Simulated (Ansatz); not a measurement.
The system is Ge.

```
Ge
1.0
     5.93000    0.00000    0.00000
     0.00000    5.93000    0.00000
     0.00000    0.00000    6.98000
Ge
12
Direct
  0.37500 0.16670 0.75000
  0.33330 0.87500 0.50000
  0.62500 0.83330 0.25000
  0.66670 0.12500 0.00000
  0.87500 0.33330 0.50000
  0.83330 0.62500 0.75000
  0.12500 0.66670 0.00000
  0.16670 0.37500 0.25000
  0.57500 0.42500 0.25000
  0.92500 0.92500 0.50000
  0.42500 0.57500 0.75000
  0.07500 0.07500 0.00000
```

This isn't the form of Ge at room conditions, which is diamond.

| Quantity | Value |
| --- | --- |
| Program | Ansatz 0.2.0 |
| Task | relaxation of cell and atoms |
| Functional | LDA |
| Potentials or basis | Ansatz PAW |
| Cutoff | 420 eV (not typed: the program's choice for these potentials) |
| k mesh | 5 × 5 × 4 |
| Occupations | fermi-dirac, width 0.05 eV |
| Spin | no spin polarisation |

At the start: volume 20.45 Å³/atom.

Where does the relaxation end?

It ends after 5 steps and the volume is 19.87 Å³/atom (-2.9 %); space group P4_32_12 (No. 96, to 0.05 Å).

The path:
```tsv
step	energy change (eV)	largest force (eV/Å)	volume (Å³)
1	0.0000	0.8199	245.45
2	-0.1835	0.1003	236.04
3	-0.2042	0.0278	238.45
4	-0.2048	0.0048	238.45
5	-0.2035	0.0047	238.45
```

Final structure:
```xyz
12
Lattice="5.8789 0.0000 0.0000 0.0000 5.8789 0.0000 0.0000 0.0000 6.8995" Properties=species:S:1:pos:R:3 pbc="T T T"
Ge    2.1762    1.0112    5.1326
Ge    1.9283    5.1156    3.4077
Ge    3.7027    4.8677    1.6829
Ge    3.9506    0.7633   -0.0420
Ge    5.1156    1.9283    3.4918
Ge    4.8677    3.7027    5.2167
Ge    0.7633    3.9506    0.0420
Ge    1.0112    2.1762    1.7669
Ge    3.4579    2.4210    1.7249
Ge    5.3604    5.3604    3.4498
Ge    2.4210    3.4579    5.1746
Ge    0.5184    0.5184    0.0000
```

Caveat: the plane-wave basis is chosen anew once the cell has moved, so the energies of steps on either side of that aren't comparable; the PAW data sets come from PBE, with cores solved anew for the run's functional, which leaves a small shift of forces and pressure.
